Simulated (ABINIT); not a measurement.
KF:

```
CELL_PARAMETERS angstrom
3.25895 0.00000 0.00000
0.00000 3.25895 0.00000
0.00000 0.00000 3.25895
ATOMIC_POSITIONS crystal
K 0.00000 0.00000 0.00000
F 0.50000 0.50000 0.50000
```

The cell comes from a database or a generator and needn't be the stable form of this composition.

- Program: ABINIT 10.8.3 (patched build)
- Task: single point
- Functional: PBE
- Potentials or basis: JTH PAW PBE v2.0
- Cutoff: 626 eV
- k mesh: 8 × 8 × 8
- Occupations: fermi-dirac, width 0.05 eV
- Spin: no spin polarisation

On this cell: pressure 0.0 GPa; largest force zero by symmetry; band gap on the k mesh 6.26 eV, indirect (least direct gap 6.31 eV).

The same run follows on a disturbed copy (atoms moved at random, drawn with an rms of 0.05 Å):

```
CELL_PARAMETERS angstrom
3.25895 0.00000 0.00000
0.00000 3.25895 0.00000
0.00000 0.00000 3.25895
ATOMIC_POSITIONS crystal
K 0.99886 0.00911 0.98961
F 0.50522 0.49190 0.48728
```

What does the disturbed cell give?

The energy moves by +0.6 meV/atom; pressure 0.1 GPa; largest force 0.044 eV/Å; band gap on the k mesh 6.26 eV, indirect (least direct gap 6.31 eV).

Forces on the atoms (eV/Å):
```
K    0.013 -0.042 -0.006
F   -0.013  0.042  0.006
```

A k mesh can miss the band edges.
